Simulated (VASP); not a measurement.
**Mo under changes of volume**

One of the cells (15.338 Å³/atom); the others are scaled copies at fixed shape and fractional positions:

```
Mo
1.0
    -1.56519    1.56519    1.56519
     1.56519   -1.56519    1.56519
     1.56519    1.56519   -1.56519
Mo
1
Direct
  0.00000 0.00000 0.00000
```

| Item | Value |
| --- | --- |
| Program | VASP 6.6.1 |
| Functional | PBE |
| Dispersion | D3(BJ) |
| Potentials or basis | VASP PAW PBE potentials, release 64 (Mo_sv) |
| Cutoff | 520 eV |
| k mesh | 10 × 10 × 10 |
| Occupations | fermi-dirac, width 0.05 eV |
| Spin | no spin polarisation |

```csv
volume (Å³/atom),energy over the lowest point (meV/atom),pressure (GPa)
14.724,22.66,12.3
15.031,5.45,5.8
15.338,0.00,0.1
15.644,?,?
15.951,19.69,-9.8
```

What does the run at 15.644 Å³/atom give?

Energy over the lowest point 5.13 meV/atom; pressure -5.1 GPa.

Worked out: A Birch-Murnaghan fit of order 2 (a polynomial in V^(-2/3)) to the other rows has its minimum at 15.34 Å³/atom with B0 = V·E''(V) = 276 GPa. It gives 5.05 meV/atom at 15.644 Å³/atom, against the run's 5.13, and -dE/dV = -5.2 GPa, against -5.1.

Energies are extrapolated to zero smearing.

Caveats: pairwise dispersion overbinds metals, which lowers pressure and volume.
